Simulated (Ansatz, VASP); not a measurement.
**Mg12H (a cell with a defect) in VASP and in Ansatz**

```
Mg H
1.0
     6.42000    0.00000    0.00000
    -4.81500    8.33982    0.00000
     0.00000    0.00000    5.21304
Mg H
12 1
Cartesian
  -0.0043 0.0052 0.0181
  -0.0177 1.8452 2.6152
  -1.6052 2.7733 0.0190
  -1.5570 4.5761 2.5916
  -3.2083 5.5606 -0.0159
  -3.2233 7.4950 2.6077
  3.2140 0.0080 0.0192
  3.2240 1.8714 2.6406
  1.5966 2.7659 0.0129
  1.5616 4.5884 2.5891
  -0.0020 5.5642 0.0218
  0.0066 7.4227 2.6217
  -3.2087 5.5691 3.1805
```

Alike in both runs: functional LDA; k mesh 3 × 2 × 3; occupations fermi-dirac, width 0.05 eV; no spin polarisation.

Ansatz relaxed the structure, and its values are those at the end. VASP's run is a single point on that final structure, the one shown.

```csv
,VASP,Ansatz
version,VASP 6.6.1,Ansatz 0.2.0
potentials or method,"VASP PAW LDA potentials, release 64 (Mg, H)","scalar-relativistic, plane waves, PAW"
plane-wave cutoff (eV),520,420
valence electrons in the cell,25,121
```

|  | VASP | Ansatz | Ansatz less VASP |
| --- | --- | --- | --- |
| rms of the force components (eV/Å) | 0.013 | 0.013 | -0.0002 |

The two sets of potentials don't hold the same shells in valence.

Caveats: the k mesh is coarse (spacing up to 0.40 Å⁻¹), so the values aren't converged.
